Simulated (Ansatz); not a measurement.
# Convergence of Zr

```yaml
crystal:
  lattice:
    - [0.00000, 2.25500, 2.25500]
    - [2.25500, 0.00000, 2.25500]
    - [2.25500, 2.25500, 0.00000]
  atoms:
    - { symbol: Zr, position: [0.00000, 0.00000, 0.00000] }
```

The cell is COD entry 1534901, as deposited and not checked against the literature; nothing was relaxed.

Computed with DFT, PBE, all-electron LAPW, scalar-relativistic in Ansatz 0.2.0.

Numerical set-up: a Γ-centred 16×16×16 k mesh, Fermi–Dirac smearing of 0.05 eV, basis error target 1 meV/atom, no spin polarisation. One setting is then changed at a time.

```csv
filling,energy at zero smearing less the base's (meV/atom),P (GPa),cutoff chosen (eV)
Fermi–Dirac 0.05 eV (base),0.0,1.08,173
tetrahedron,-1.9,–,173
Gaussian 0.2 eV,-1.4,1.17,173
Gaussian 0.05 eV,1.3,0.96,173
Fermi–Dirac 0.01 eV,1.4,?,173
Fermi–Dirac 0.28 eV,?,2.70,173
```

(1) Fill in "P (GPa)" for the row "Fermi–Dirac 0.01 eV".

(2) Give the missing entry: row "Fermi–Dirac 0.28 eV", column "energy at zero smearing less the base's (meV/atom)".

Answers

(1) 0.91.

(2) -6.3.
